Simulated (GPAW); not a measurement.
**CdS and the effect of the volume of the cell**

```cif
data_structure
_symmetry_space_group_name_H-M 'P 1'
_symmetry_Int_Tables_number 1
_cell_length_a 4.1246
_cell_length_b 4.1246
_cell_length_c 4.1246
_cell_angle_alpha 60.000
_cell_angle_beta 60.000
_cell_angle_gamma 60.000
_cell_volume 49.62
loop_
_atom_site_label
_atom_site_type_symbol
_atom_site_fract_x
_atom_site_fract_y
_atom_site_fract_z
_atom_site_occupancy
Cd1 Cd 0.00000 0.00000 0.00000 1
S1 S 0.75000 0.75000 0.75000 1
```

Kept alike: task dielectric tensor; functional PBE; k mesh 6 × 6 × 6; occupations fermi-dirac, width 0.001 eV; no spin polarisation. Program: GPAW, GPAW PAW data sets (gpaw-data 1.2.1), cutoff 400 eV. The mesh is that of the run's cell of 2 atoms. No spin-orbit coupling.

| volume of cell, f (times the cell shown) | band gap (eV) | free energy over the lowest row (meV/atom) |
| --- | --- | --- |
| 0.94 | 1.249 | 53.47 |
| 0.96 | ? | ? |
| 0.98 | 1.165 | 19.16 |
| 1 | 1.123 | 8.50 |
| 1.02 | 1.081 | 1.56 |
| 1.04 | 1.039 | 0.00 |
| 1.06 | 0.997 | 0.62 |

The cell shown is the unstrained one; x, y and z are its Cartesian axes; atoms keep their fractions. A gap read on the mesh alone can miss an edge between its points.

**Question.** Fit the rows shown and predict the run at 0.96 times the cell shown.

**Answer.** A least-squares line through the rows shown is band gap = -2.1 f + 3.223 (largest miss 0.0000); at f = 0.96 it gives 1.207 eV. A least-squares cubic through the rows shown is free energy = -4406.7 f³ + 18407.3 f² - 24018.1 f + 10025.9 (largest miss 0.469); at f = 0.96 it gives 33.98 meV/atom. The run gave: band gap 1.207 eV; free energy over the lowest row 34.56 meV/atom.

The gap narrows steadily as the cell expands, and the withheld run at 0.96 falls on the same line. In zincblende CdS the conduction-band minimum is an antibonding state of mainly Cd 5s and S 3s character, so compression strengthens the overlap and pushes it up. The S 3p valence-band top also rises through stronger repulsion from Cd 4d, but this offsets only part of the shift.

The absolute gaps lie well below experiment, as expected of a semilocal functional, so the slope is more trustworthy than the values. The energy is lowest at 1.04, whereas the cell shown is close to the measured volume; this fits PBE's usual underbinding. The energies do not follow a perfectly smooth curve: their successive differences change unevenly, probably because the plane-wave set changes with volume at fixed cutoff. The minimum is therefore only loosely located, and a bulk modulus drawn from these rows would be uncertain. Nothing here bears on the competition with wurtzite, the usual ground-state form.
